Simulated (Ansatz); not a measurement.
# TaS2: the cost of one run

Method: DFT PBE+D3(BJ), scalar-relativistic, plane waves, PAW, in Ansatz 0.2.0.

### Step 1. Starting point

Symmetry: P-3m1, No. 164, trigonal system. Conventional cell: a = 3.350 Å, b = 3.350 Å, c = 19.930 Å, α = 90.00°, β = 90.00°, γ = 120.00°. S (site symmetry 3m) has 3 Ta at 2.43 Å as nearest neighbours. Ta (site symmetry -3m) has 6 S at 2.43 Å as nearest neighbours.

As a file:

```
S Ta
1.0
     3.35000    0.00000    0.00000
    -1.67500    2.90119    0.00000
     0.00000    0.00000   19.93000
S Ta
2 1
Direct
  0.66667 0.33333 0.42649
  0.33333 0.66667 0.57351
  0.00000 0.00000 0.50000
```

Free-standing sheet.

### Step 2. Relaxing the sheet and its cell in the plane

Input file input.yaml:

```yaml
crystal:
  lattice:
    - [3.35000212, 0.0, 0.0]
    - [-1.67500106, 2.90118694, 0.0]
    - [0.0, 0.0, 19.9299999092]
  atoms:
    - { symbol: S, position: [0.66666667, 0.33333333, 0.4264927265] }
    - { symbol: Ta, position: [0.0, 0.0, 0.5] }
    - { symbol: S, position: [0.33333333, 0.66666667, 0.5735072735] }
basis:
  ecutwfc: 420
  fft_grid_basis: typed
kpoints:
  mp_grid: { grid: [12, 12, 1] }
hamiltonian:
  xc: pbe
  dispersion: d3bj
scf:
  occupations: { method: gaussian, width: 0.05 }
output:
  forces: true
  eigenvalues: true
  stress: true
efield:
  axis: 3
  dipole_correction: true
  ramp_width: 0.04
relax:
  adjacent_minimum: "off"
  f_tol: 0.02
  max_steps: 60
  cell: { fix: [c, alpha, beta], stress_tol: 0.05 }
```

Started as:

```
ansatz run input.yaml --threads 4 --pin off --max-ram 8192MiB --backend cpu --events-out ev --progress --plain --runs-dir out
```

What time and memory should one allow on 4 threads of Arm Neoverse N1, shared host?

About 16 s, with a peak of 0.49 GiB.
